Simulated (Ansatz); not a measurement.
# Si2Mo: the cost of one run

Method: DFT PBE, scalar-relativistic, plane waves, PAW, in Ansatz 0.2.0.

1 further run of the same task is left out (set aside as unsound or not needed).

**1. The starting structure**

It takes space group I4/mmm (No. 139, tetragonal). Conventional cell: a = 3.217 Å, b = 3.217 Å, c = 7.873 Å, α = 90.00°, β = 90.00°, γ = 90.00°. Around Si (site symmetry 4mm) lie 5 Si at 2.60 to 2.64 Å and 5 Mo at 2.62 to 2.64 Å. Around Mo (site symmetry 4/mmm) lie 10 Si at 2.62 to 2.64 Å.

As a file:

```cif
data_structure
_symmetry_space_group_name_H-M 'I4/mmm'
_symmetry_Int_Tables_number 139
_cell_length_a 3.2168
_cell_length_b 3.2168
_cell_length_c 7.8730
_cell_angle_alpha 90.000
_cell_angle_beta 90.000
_cell_angle_gamma 90.000
_cell_volume 81.47
loop_
_atom_site_label
_atom_site_type_symbol
_atom_site_symmetry_multiplicity
_atom_site_Wyckoff_symbol
_atom_site_fract_x
_atom_site_fract_y
_atom_site_fract_z
_atom_site_occupancy
Si1 Si 4 e 0.00000 0.00000 0.33510 1
Mo1 Mo 2 a 0.00000 0.00000 0.00000 1
```

This cell was relaxed beforehand with the same method: volume 13.58 Å³/atom, gap on the mesh none (metal).

The bulk reference comes from a run made before at the same settings: -2076.3749 eV/atom.

**2. The (101) slab**

Miller indices refer to the conventional cell of the relaxed bulk, I4/mmm (No. 139): a = 3.217 Å, b = 3.217 Å, c = 7.873 Å, α = 90.00°, β = 90.00°, γ = 90.00°.

Cut from the relaxed bulk: a (101) slab, 10.9 Å thick as cut, with 15 Å of vacuum; its outer planes are Si (top) and Si (bottom).

The slab as cut. Its planes from the bottom up:

```csv
plane,atoms per cell,height over the lowest (Å)
1,Si,0.00
2,Mo,1.00
3,Si,2.00
4,Si,2.98
5,Mo,3.98
6,Si,4.97
7,Si,5.96
8,Mo,6.95
9,Si,7.95
10,Si,8.93
11,Mo,9.93
12,Si,10.93
```

**3. The slab as cut, atoms at the bulk's places**

A dipole layer in the vacuum cancels the field that periodic copies would set up if the slab's two faces differ.

The input, input.yaml:

```yaml
crystal:
  lattice:
    - [3.2168473669, 0.0, 0.0]
    - [-1.6084236834, 4.2524272784, 0.0]
    - [0.0, 0.0, 25.9293528253]
  atoms:
    - { symbol: Si, position: [0.4302218073, 0.8604436146, 0.2892474814] }
    - { symbol: Mo, position: [0.1430629341, 0.2861258682, 0.327732044] }
    - { symbol: Si, position: [0.8559040609, 0.7118081218, 0.3662166065] }
    - { symbol: Si, position: [0.5732847414, 0.1465694828, 0.4040927855] }
    - { symbol: Mo, position: [0.2861258682, 0.5722517364, 0.442577348] }
    - { symbol: Si, position: [0.998966995, 0.99793399, 0.4810619105] }
    - { symbol: Si, position: [0.7163476755, 0.432695351, 0.5189380895] }
    - { symbol: Mo, position: [0.4291888023, 0.8583776046, 0.557422652] }
    - { symbol: Si, position: [0.1420299291, 0.2840598582, 0.5959072145] }
    - { symbol: Si, position: [0.8594106096, 0.7188212192, 0.6337833935] }
    - { symbol: Mo, position: [0.5722517364, 0.1445034728, 0.672267956] }
    - { symbol: Si, position: [0.2850928632, 0.5701857265, 0.7107525186] }
basis:
  ecutwfc: 420
kpoints:
  mp_grid: { grid: [11, 8, 1] }
hamiltonian:
  xc: pbe
scf:
  occupations: { method: gaussian, width: 0.1 }
output:
  forces: true
  stress: true
  eigenvalues: true
  write_density: true
  write_potential: true
  elf: true
  volumetric_format: npy
efield:
  axis: 3
  dipole_correction: true
  ramp_width: 0.04
```

Command:

```bash
$ ansatz run input.yaml --threads 1 --pin off --max-ram 2560MiB --backend cpu --events-out ev --progress --plain --runs-dir out
```

What time and memory should one allow on 1 thread of Intel Xeon at 2.50GHz (Skylake/Cascade Lake), shared host?

About 3.8 min, with a peak of 0.91 GiB.
